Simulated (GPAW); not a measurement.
Runs of GPAW 26.7.0 on MnS. It takes space group R-3m (No. 166, trigonal). Conventional cell: a = 3.660 Å, b = 3.660 Å, c = 8.913 Å, α = 90.00°, β = 90.00°, γ = 120.00°. Mn (site symmetry -3m) is surrounded by 6 S at 2.58 Å. Around S (site symmetry -3m) lie 6 Mn at 2.58 Å. The cell is a database's computed one.

```csv
task,level,potentials or basis,U,cell,k mesh,cutoff (eV),smearing,maxiter,convergence,supercell,supercell k mesh,displacement,gap on the mesh (eV),pressure (GPa),moment (μB)
single point,PBEsol,"PAW data sets generated in the run's folder for this functional, pw",-,as given,9 × 9 × 9,600,gaussian 0.05 eV,150,-,-,-,-,none,(a),4.60
single point,PBE,"GPAW PAW data sets (gpaw-data 1.2.1), pw",-,as given,9 × 9 × 9,600,gaussian 0.1 eV,150,-,-,-,-,none,-1.6,4.64
single point,LDA,"the program's PAW data sets (release 1.2.1) made for this functional, pw",-,as given,7 × 7 × 7,450,fermi-dirac 0.05 eV,120,default,-,-,-,none,-10.7,4.50
single point,PBE+D4+U,"GPAW PAW data sets (gpaw-data 1.2.1), pw",Mn d U = 2 eV,the cell as VASP's run set it,9 × 9 × 9,600,gaussian 0.01 eV,150,-,-,-,-,none,1.7,4.97
gruneisen,revPBE+D3(BJ),"the program's PAW data sets (release 1.2.1) made for this functional, pw",-,relaxed,6 × 6 × 6,510,fermi-dirac 0.05 eV,150,density=1e-06 eigenstates=1e-09,1 × 1 × 1,6 × 6 × 6,0.02,none,0.0,4.44
hyperfine couplings,PBEsol,"PAW data sets generated in the run's folder for this functional, pw",-,as given,9 × 9 × 9,600,fermi-dirac 0.05 eV,150,-,-,-,-,none,(c),4.59
single point,LDA,"the program's PAW data sets (release 1.2.1) made for this functional, pw",-,as given,7 × 7 × 7,500,fermi-dirac 0.05 eV,120,default,-,-,-,none,-10.5,4.50
single point,PBE,"GPAW PAW data sets (gpaw-data 1.2.1), pw",-,as given,9 × 9 × 9,600,fermi-dirac 0.05 eV,150,-,-,-,-,none,(b),4.63
```

Alike in all rows: spin collinear, ferromagnetic start.

Fill in the values left out.

(a) -6.0; (b) -1.7; (c) -6.2.

Caveats: a cell with one magnetic atom can't hold antiferromagnetic order, which such compounds often take; semilocal functionals often make such compounds metallic where correlation or magnetic order opens a gap, which also shifts bond lengths (some runs); the cutoff is short for stress and forces, so pressures can be off by a GPa or more (some runs); pairwise dispersion overbinds metals, which lowers pressure and volume (some runs); the density grid can change from cell to cell, which puts small steps into energies and stress (some runs); the dipolar part lacks the spin inside other atoms' spheres (some runs).

A k mesh can miss the band edges.

A gap of «none» marks a metal or a gap under the smearing width.

Not every run made on this cell is shown here.
